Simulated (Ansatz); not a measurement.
# Al₂O₃: pressure against volume

Al₂O₃, R-3c, a = 4.809 Å, c = 13.123 Å. Ansatz: PBE, PAW, 420 eV, Γ-centred 6×6×6 mesh on 10 atoms, Gaussian smearing 0.02 eV; no spin polarisation. Shape and atoms are relaxed at each volume; pressure is positive in compression.

| V (Å³/atom) | P (GPa) |
| --- | --- |
| 8.235 | 16.13 |
| 8.497 | 7.47 |
| 8.760 | 0.02 |
| 9.023 | -6.39 |
| 9.286 | ? |

Question: Take V0 = 8.760 Å³/atom, count pressures from its P0 = 0.02 GPa, fit the third-order Birch–Murnaghan form to the other rows, and predict the missing pressure.

Answer: With the Eulerian strain f = ½[(V0/V)^(2/3) − 1] and y = (P − P0)/[3f(1 + 2f)^(5/2)], the form is the line y = B0 + 1.5 B0 (B0′ − 4) f. Rows (f, y): 0.02103, 230.4; 0.01026, 230.1; -0.00976, 230.0. Means f = 0.007177, y = 230.17; Σ(Δf)² = 0.0004883, ΣΔfΔy = 0.005850; the slope is their ratio. y = 230.1 + 11.98 f GPa, so B0 = 230.1 GPa and B0′ = 4 + 2 × (11.98)/(3 × 230.1) = 4.03. At V = 9.286, f = -0.01906, y = 229.87 and P = -11.91 GPa. The run gave -11.90 GPa, so the fit is 0.01 GPa too low, a small miss on the scale of the series. The form still works here, 33 % of the fitted range beyond its end.

The pressure falls ever more slowly as the cell expands, as expected when short-range repulsion between the ions fades faster than the attraction that binds them. The high stiffness reflects small, highly charged Al cations bound strongly to a dense oxygen sublattice, so that compression must shorten stiff Al–O contacts. With B0′ at 4.03, the energy is almost purely quadratic in Eulerian strain. The third-order term is therefore barely resolved: the scatter in y is comparable to what rounding of the pressures alone can produce. The successful prediction thus supports B0 and the choice of strain measure more than it does the exact value of B0′.

The equilibrium volume is larger and the bulk modulus lower than measured for corundum, probably because PBE underbinds the Al–O framework. The measured volume lies close to the 8.497 Å³/atom row, where the calculation still gives 7.47 GPa. The smooth behaviour under tension doesn't locate the limit of mechanical stability, which would require elastic constants or phonons of the stretched crystal.
